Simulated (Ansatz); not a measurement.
# Ag: the cost of one run

Computed with Ansatz 0.2.0 (DFT PBE, scalar-relativistic, plane waves, PAW, unless a step's input says otherwise).

This is Ag in the hcp structure; at room conditions it is fcc.

**1. The structure to begin with**

It takes space group P6_3/mmc (No. 194, hexagonal). Conventional cell: a = 2.930 Å, b = 2.930 Å, c = 4.790 Å, α = 90.00°, β = 90.00°, γ = 120.00°. Ag (site symmetry -6m2) has 12 Ag at 2.93 Å as nearest neighbours.

Coordinates:

```cif
data_structure
_symmetry_space_group_name_H-M 'P6_3/mmc'
_symmetry_Int_Tables_number 194
_cell_length_a 2.9300
_cell_length_b 2.9300
_cell_length_c 4.7900
_cell_angle_alpha 90.000
_cell_angle_beta 90.000
_cell_angle_gamma 120.000
_cell_volume 35.61
loop_
_atom_site_label
_atom_site_type_symbol
_atom_site_symmetry_multiplicity
_atom_site_Wyckoff_symbol
_atom_site_fract_x
_atom_site_fract_y
_atom_site_fract_z
_atom_site_occupancy
Ag1 Ag 2 c 0.33333 0.66667 0.25000 1
```

The structure comes from the Crystallography Open Database.

**2. The base run**

File input.yaml:

```yaml
crystal:
  lattice:
    - [2.93, 0.0, 0.0]
    - [-1.465, 2.5374544331, 0.0]
    - [0.0, 0.0, 4.79]
  atoms:
    - { symbol: Ag, position: [0.3333333333, 0.6666666667, 0.25] }
    - { symbol: Ag, position: [0.6666666667, 0.3333333333, 0.75] }
basis:
  ecutwfc: 500
  fft_grid_basis: typed
kpoints:
  mp_grid: { grid: [15, 15, 8] }
hamiltonian:
  xc: pbe
  pseudopotentials: { kind: paw }
scf:
  occupations: { method: gaussian, width: 0.05 }
output:
  forces: true
  stress: true
  eigenvalues: true
  bader: true
  write_density: true
  volumetric_format: npy
  elf: true
```

Command:

```console
ansatz run input.yaml --threads 1 --pin off --max-ram 2560MiB --backend cpu --events-out ev --progress --plain --runs-dir out
```

Q: Estimate wall time and peak memory on 1 thread of Arm Neoverse N1, shared host.

About 18 s, with a peak of 0.37 GiB.
